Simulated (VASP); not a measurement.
# K (Fm-3m) in VASP: notebook

One crystal, K, is run at these levels: PBE+D3(BJ); tasks: relaxation of cell and atoms, single point.

Everything below comes from runs of VASP 6.6.1. Logs are shortened: lines on timing, memory, paths and dates and some standing lists are left out, and cuts for length are marked.

## (1) Starting point

The structure is cubic, space group Fm-3m (No. 225). Conventional cell: a = 6.520 Å, b = 6.520 Å, c = 6.520 Å, α = 90.00°, β = 90.00°, γ = 90.00°.

This isn't the form of K at room conditions, which is bcc.

## (2) Relaxation of cell and atoms, PBE+D3(BJ)

Contents of INCAR:

```
PREC = Accurate
ENCUT = 600
EDIFF = 1E-6
ISMEAR = 0
SIGMA = 0.1
LREAL = F
LASPH = T
NELM = 100
ALGO = Fast
ISIF = 3
LWAVE = F
LCHARG = F
GGA = PE
IVDW = 12
IBRION = 2
NSW = 100
EDIFFG = -0.005
```

Contents of KPOINTS:

```
regular mesh
0
Gamma
  12 12 12
```

Contents of POSCAR:

```
K
1.0
    0.0000000000      3.2597531145      3.2597531145
    3.2597531145      0.0000000000      3.2597531145
    3.2597531145      3.2597531145      0.0000000000
K
1
Direct
    0.0000000000      0.0000000000      0.0000000000
```

Potentials or basis: VASP PAW PBE potentials, release 64 (K_sv).

On the command line:

```bash
cat potpaw_PBE.64/K_sv/POTCAR > POTCAR
mpirun -np 1 vasp_std > vasp.out
```

OUTCAR:

```text
PREC = Accurate
   ENCUT = 600
   EDIFF = 1E-6
   ISMEAR = 0
   LREAL = F
   LASPH = T
   NELM = 100
   ISIF = 3
   GGA = PE
   IVDW = 12
   IBRION = 2
   NSW = 100
   EDIFFG = -0.005
 IVDW          = 12

 ion  position               nearest neighbor table
   1  0.000  0.000  0.000-

  LATTYP: Found a face centered cubic cell.
 ALAT       =     6.5195062290

  Lattice vectors:

 A1 = (   0.0000000000,   3.2597531145,   3.2597531145)
 A2 = (   3.2597531145,   0.0000000000,   3.2597531145)
 A3 = (   3.2597531145,   3.2597531145,   0.0000000000)

Analysis of symmetry for initial positions (statically):
=====================================================================
 Subroutine PRICEL returns:
 Original cell was already a primitive cell.

 Routine SETGRP: Setting up the symmetry group for a
 face centered cubic supercell.

 Subroutine GETGRP returns: Found 48 space group operations
 (whereof 48 operations were pure point group operations)
 out of a pool of 48 trial point group operations.

The static configuration has the point symmetry O_h .

Analysis of symmetry for dynamics (positions and initial velocities):
=====================================================================
 Subroutine PRICEL returns:
 Original cell was already a primitive cell.

 Routine SETGRP: Setting up the symmetry group for a
 face centered cubic supercell.

 Subroutine GETGRP returns: Found 48 space group operations
 (whereof 48 operations were pure point group operations)
 out of a pool of 48 trial point group operations.

The dynamic configuration has the point symmetry O_h .

 Subroutine INISYM returns: Found 48 space group operations
 (whereof 48 operations are pure point group operations),
 and found     1 'primitive' translations

----------------------------------------------------------------------------------------

                                     Primitive cell

  volume of cell :      69.2762

  direct lattice vectors                    reciprocal lattice vectors
     0.000000000  3.259753115  3.259753115    -0.153385849  0.153385849  0.153385849
     3.259753115  0.000000000  3.259753115     0.153385849 -0.153385849  0.153385849
     3.259753115  3.259753115  0.000000000     0.153385849  0.153385849 -0.153385849

  length of vectors
     4.609987065  4.609987065  4.609987065     0.265672084  0.265672084  0.265672084

  position of ions in fractional coordinates (direct lattice)
     0.000000000  0.000000000  0.000000000

[... 415 lines left out ...]

 VOLUME and BASIS-vectors are now :
 -----------------------------------------------------------------------------
  energy-cutoff  :      600.00
  volume of cell :       69.28
      direct lattice vectors                 reciprocal lattice vectors
     0.000000000  3.259753115  3.259753115    -0.153385849  0.153385849  0.153385849
     3.259753115  0.000000000  3.259753115     0.153385849 -0.153385849  0.153385849
     3.259753115  3.259753115  0.000000000     0.153385849  0.153385849 -0.153385849

 POSITION                                       TOTAL-FORCE (eV/Angst)
 -----------------------------------------------------------------------------------
      0.00000      0.00000      0.00000         0.000000      0.000000      0.000000
 -----------------------------------------------------------------------------------
    total drift:                               -0.000000     -0.000000     -0.000000

  FREE ENERGIE OF THE ION-ELECTRON SYSTEM (eV)
  ---------------------------------------------------
  free  energy   TOTEN  =        -1.1667844123 eV

  energy  without entropy=       -1.1630691602  energy(sigma->0) =       -1.16492679

--------------------------------------- Ionic step        2  -------------------------------------------

 number of electron       9.0000000 magnetization

 Free energy of the ion-electron system (eV)
  ---------------------------------------------------
  ext. energy  EPLUGINS =         0.00000000
  ---------------------------------------------------
  free energy    TOTEN  =        -1.04651694 eV

  energy without entropy =       -1.04280266  energy(sigma->0) =       -1.04465980

 E-fermi :   0.0001     XC(G=0):  -5.7994

 val. band max:       -0.0566649756   @ k =   0.5000   0.2500   0.0833
 cond. band min:       0.0200431290   @ k =  -0.4167   0.0833   0.0000
 fundamental gap:      0.0767081046
 Fermi energy:         0.0001221939

 k-point     1 :       0.0000    0.0000    0.0000
  band No.  band energies     occupation
      1     -32.0760      2.00000
      2     -15.5221      2.00000
      3     -15.5221      2.00000
      4     -15.5221      2.00000
      5      -2.2269      2.00000
      6       4.2845      0.00000
      7       4.2845      0.00000
      8       4.2845      0.00000
[... 243 lines left out ...]
 k-point    24 :      -0.4167    0.1667    0.0000
  band No.  band energies     occupation
      1     -32.0705      2.00000
      2     -15.5970      2.00000
      3     -15.5483      2.00000
      4     -15.5365      2.00000
      5       0.4462      0.00000
      6       0.9490      0.00000
      7       3.2433      0.00000
      8       4.2435      0.00000

 [... further k-points ...]

------------------------ aborting loop because EDIFF is reached ----------------------------------------

 Edisp (eV)   -0.12027

 E8    (eV) :    -0.0647

  FORCE on cell =-STRESS in cart. coord.  units (eV):
  Direction    XX          YY          ZZ          XY          YZ          ZX
  --------------------------------------------------------------------------------------
  -------------------------------------------------------------------------------------
  Total      -0.00402    -0.00402    -0.00402     0.00000     0.00000    -0.00000
  in kB      -0.09312    -0.09312    -0.09312     0.00000     0.00000    -0.00000
  external pressure =       -0.09 kB  Pullay stress =        0.00 kB

 VOLUME and BASIS-vectors are now :
 -----------------------------------------------------------------------------
  energy-cutoff  :      600.00
  volume of cell :       69.22
      direct lattice vectors                 reciprocal lattice vectors
     0.000000000  3.258898582  3.258898582    -0.153426069  0.153426069  0.153426069
     3.258898582  0.000000000  3.258898582     0.153426069 -0.153426069  0.153426069
     3.258898582  3.258898582  0.000000000     0.153426069  0.153426069 -0.153426069

 POSITION                                       TOTAL-FORCE (eV/Angst)
 -----------------------------------------------------------------------------------
      0.00000      0.00000      0.00000        -0.000000      0.000000      0.000000
 -----------------------------------------------------------------------------------
    total drift:                               -0.000000     -0.000000     -0.000000

  FREE ENERGIE OF THE ION-ELECTRON SYSTEM (eV)
  ---------------------------------------------------
  free  energy   TOTEN  =        -1.1667892411 eV

  energy  without entropy=       -1.1630749565  energy(sigma->0) =       -1.16493210

 reached required accuracy - stopping structural energy minimisation
```

OSZICAR:

```text
N       E                     dE             d eps       ncg     rms          rms(c)
DAV:   1     0.516446242949E+02    0.51645E+02   -0.39163E+03  1152   0.959E+02
DAV:   2     0.647319434656E+00   -0.50997E+02   -0.49802E+02  1160   0.220E+02
DAV:   3    -0.994857727679E+00   -0.16422E+01   -0.16376E+01  1768   0.386E+01
DAV:   4    -0.104530523775E+01   -0.50448E-01   -0.50353E-01  1736   0.520E+00
DAV:   5    -0.104638888632E+01   -0.10836E-02   -0.10835E-02  1928   0.500E-01    0.213E+00
RMM:   6    -0.104625724044E+01    0.13165E-03   -0.11404E-03  1154   0.280E-01    0.133E+00
RMM:   7    -0.104652075506E+01   -0.26351E-03   -0.28077E-03  1154   0.445E-01    0.629E-02
RMM:   8    -0.104658549452E+01   -0.64739E-04   -0.34251E-04  1308   0.204E-01    0.216E-02
RMM:   9    -0.104660536989E+01   -0.19875E-04   -0.37030E-05  1319   0.756E-02    0.146E-02
RMM:  10    -0.104660551249E+01   -0.14260E-06   -0.20684E-05  1376   0.354E-02    0.357E-03
RMM:  11    -0.104660601160E+01   -0.49911E-06   -0.37911E-06  1065   0.150E-02
   1 F= -.11667844E+01 E0= -.11649268E+01  d E =-.116678E+01
       N       E                     dE             d eps       ncg     rms          rms(c)
DAV:   1    -0.104655804410E+01    0.47468E-04   -0.11193E-03  1864   0.396E-01    0.480E-02
RMM:   2    -0.104651937635E+01    0.38668E-04   -0.53073E-05  1185   0.914E-02    0.182E-02
RMM:   3    -0.104651230691E+01    0.70694E-05   -0.50083E-05  1278   0.559E-02    0.155E-02
RMM:   4    -0.104651493359E+01   -0.26267E-05   -0.96163E-06  1053   0.282E-02    0.189E-03
RMM:   5    -0.104651633276E+01   -0.13992E-05   -0.75765E-06  1074   0.173E-02    0.329E-03
RMM:   6    -0.104651694461E+01   -0.61185E-06   -0.77105E-07   791   0.919E-03
   2 F= -.11667892E+01 E0= -.11649321E+01  d E =-.482878E-05
```

It took 55 s on 1 thread of Intel Xeon Platinum 8488C (Sapphire Rapids), shared host; peak memory 0.27 GiB.

Results:

```yaml
Free_energy: -1.1668 eV
Relaxed_volume: 69.22 Å³/atom
Relaxed_cell: a = 4.609 Å, b = 4.609 Å, c = 4.609 Å, α = 60.00°, β = 60.00°, γ = 60.00°
Space_group_after_relaxing_to_0.05_Å: Fm-3m (No. 225)
Energy_gained_by_relaxing: 0.0 meV/atom
Ionic_steps: 2
Pressure_after_relaxing: 0.0 GPa
Band_gap_on_the_k_mesh: none (metal or under the smearing width)
Dispersion_energy_per_atom: -0.120 eV
```

Final structure:
```
K
1.0
     0.00000    3.25890    3.25890
     3.25890    0.00000    3.25890
     3.25890    3.25890    0.00000
K
1
Direct
  0.00000 0.00000 0.00000
```

Levels at points of the mesh, in eV from the Fermi level:
| k point | band 2 | band 3 | band 4 | band 5 | band 6 | band 7 | band 8 |
| --- | --- | --- | --- | --- | --- | --- | --- |
| (0.00, 0.00, 0.00) | -15.52 | -15.52 | -15.52 | -2.23 | 4.28 | 4.28 | 4.28 |
| (0.50, 0.00, 0.00) | -15.60 | -15.53 | -15.53 | 0.34 | 0.59 | 4.06 | 4.06 |
| (0.50, 0.50, 0.00) | -15.60 | -15.55 | -15.55 | 0.91 | 1.47 | 2.34 | 5.16 |

Caveat: pairwise dispersion overbinds metals, which lowers pressure and volume.

## (3) Single point, PBE+D3(BJ)

Contents of INCAR:

```
SYSTEM = K
PREC = Accurate
ENCUT = 520
EDIFF = 1E-6
ISMEAR = 0
SIGMA = 0.1
LREAL = .FALSE.
LASPH = .TRUE.
NELM = 60
ALGO = Fast
ISIF = 2
LWAVE = .FALSE.
LCHARG = .FALSE.
GGA = PE
IVDW = 12
NBANDS = 10
```

Contents of KPOINTS:

```
regular mesh
0
G
  12 12 12
  0 0 0
```

POSCAR is that of step 2.

Potentials or basis: VASP PAW PBE potentials, release 64 (K_sv).

On the command line:

```bash
cat potpaw_PBE.64/K_sv/POTCAR > POTCAR
mpirun -np 1 vasp_std > vasp.out
```

It took 32 s on 1 thread of Intel Xeon Platinum 8488C (Sapphire Rapids), shared host; peak memory 0.22 GiB.

The run converged. Its results:

| Property | Result |
| --- | --- |
| Free energy | -1.1667 eV |
| Pressure | 0.0 GPa |
| Band gap on the k mesh | none (metal or under the smearing width) |
| Dispersion energy per atom | -0.120 eV |

Levels at points of the mesh, in eV from the Fermi level:
| k point | band 2 | band 3 | band 4 | band 5 | band 6 | band 7 | band 8 | band 9 |
| --- | --- | --- | --- | --- | --- | --- | --- | --- |
| (0.00, 0.00, 0.00) | -15.52 | -15.52 | -15.52 | -2.23 | 4.28 | 4.28 | 4.28 | 5.58 |
| (0.50, 0.00, 0.00) | -15.61 | -15.53 | -15.53 | 0.34 | 0.59 | 4.06 | 4.06 | 6.38 |
| (0.50, 0.50, 0.00) | -15.60 | -15.55 | -15.55 | 0.91 | 1.47 | 2.34 | 5.16 | 5.16 |

Caveat: pairwise dispersion overbinds metals, which lowers pressure and volume.

## (4) Relaxation of cell and atoms, PBE+D3(BJ)

This run uses another cell than the first one, of 78.05 Å³/atom, 1.127 times its volume.

Contents of INCAR:

```
SYSTEM = K
PREC     = Accurate       ! precision mode
ENCUT    = 600            ! plane-wave cutoff, eV
EDIFF    = 1E-6           ! SCF threshold, eV
ISMEAR   = 0              ! smearing method
SIGMA    = 0.1            ! smearing width, eV
LREAL    = .False.        ! projectors in reciprocal space
LASPH    = .True.         ! aspherical terms in the spheres
NELM     = 60             ! most SCF steps
ALGO     = Normal         ! electronic algorithm
ISIF     = 3              ! what is computed and relaxed
LWAVE    = .False.        ! write WAVECAR
LCHARG   = .False.        ! write CHGCAR
GGA      = PE             ! functional
IVDW     = 12             ! dispersion correction
IBRION   = 2              ! ionic algorithm
NSW      = 100            ! ionic steps
EDIFFG   = -0.005         ! ionic threshold
```

Contents of KPOINTS:

```
Automatic mesh
0
Gamma
  12 12 12
  0 0 0
```

Contents of POSCAR:

```
K
1.0
    0.0000000000      3.3918728180      3.3918728180
    3.3918728180      0.0000000000      3.3918728180
    3.3918728180      3.3918728180      0.0000000000
K
1
Direct
    0.0000000000      0.0000000000      0.0000000000
```

On the command line:

```bash
cat potpaw_PBE.64/K_sv/POTCAR > POTCAR
mpirun -np 1 vasp_std > vasp.out
```

Wall time 2.8 min (1 thread of Intel Xeon Platinum 8488C (Sapphire Rapids), shared host); peak memory 0.28 GiB.

The run converged. Its results:

```yaml
Free_energy: -1.1669 eV
Relaxed_volume: 69.19 Å³/atom
Relaxed_cell: a = 4.608 Å, b = 4.608 Å, c = 4.608 Å, α = 60.00°, β = 60.00°, γ = 60.00°
Space_group_after_relaxing_to_0.05_Å: Fm-3m (No. 225)
Energy_gained_by_relaxing: 12.4 meV/atom
Ionic_steps: 5
Pressure_after_relaxing: 0.0 GPa
Band_gap_on_the_k_mesh: none (metal or under the smearing width)
Dispersion_energy_per_atom: -0.120 eV
```

Step by step:
```csv
step,energy change (eV),largest force (eV/Å),pressure (GPa),volume (Å³)
1,0.0000,0.0000,-0.40,78.05
2,-0.0050,0.0000,-0.32,75.85
3,-0.0111,0.0000,-0.15,71.73
4,-0.0069,0.0000,0.36,63.95
5,-0.0124,0.0000,-0.01,69.19
```

Final structure:
```
K
1.0
     0.00000    3.25848    3.25848
     3.25848    0.00000    3.25848
     3.25848    3.25848    0.00000
K
1
Direct
  0.00000 0.00000 0.00000
```

Levels at points of the mesh, in eV from the Fermi level:
| k point | band 2 | band 3 | band 4 | band 5 | band 6 | band 7 | band 8 |
| --- | --- | --- | --- | --- | --- | --- | --- |
| (0.00, 0.00, 0.00) | -15.52 | -15.52 | -15.52 | -2.23 | 4.28 | 4.28 | 4.28 |
| (0.50, 0.00, 0.00) | -15.60 | -15.53 | -15.53 | 0.34 | 0.59 | 4.06 | 4.06 |
| (0.50, 0.50, 0.00) | -15.60 | -15.55 | -15.55 | 0.91 | 1.47 | 2.34 | 5.16 |

Caveat: pairwise dispersion overbinds metals, which lowers pressure and volume.
